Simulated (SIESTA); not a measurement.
The system is GaSb.

```
Sb Ga
1.0
    -1.55590    2.67500    2.89331
     1.55590   -2.67500    2.89331
     1.55590    2.67500   -2.89331
Sb Ga
1 1
Direct
  0.50000 0.50000 0.00000
  0.00000 0.00000 0.00000
```

Measurements of this composition are mostly on another form, of space group No. 216.

Base run:

```yaml
Program: SIESTA 5.4.2
Functional: PBEsol
Potentials_or_basis: PseudoDojo 0.4 standard (PBEsol files)
Basis: DZP (energy shift 0.003 Ry; two zetas on semicore shells)
Grid_cutoff: 800 Ry
Energy_shift: 0.003 Ry
k_mesh: 10 × 10 × 10
Occupations: fermi-dirac, width 0.05 eV
Spin: no spin polarisation
```

Its results: band gap on the k mesh none (metal or under the smearing width); pressure -2.3 GPa.

Problem. The run is repeated on the same cell with these changes: functional from PBEsol to LDA; potentials or basis from PseudoDojo 0.4 standard (PBEsol files) to PseudoDojo 0.4 standard (LDA files). What comes out?

Solution. Band gap on the k mesh none (metal or under the smearing width); pressure -3.7 GPa.

Caveats: spin-orbit coupling is left out, which moves the levels of the heavy elements; the basis of atomic orbitals isn't converged, which shifts pressures, moduli and gaps.
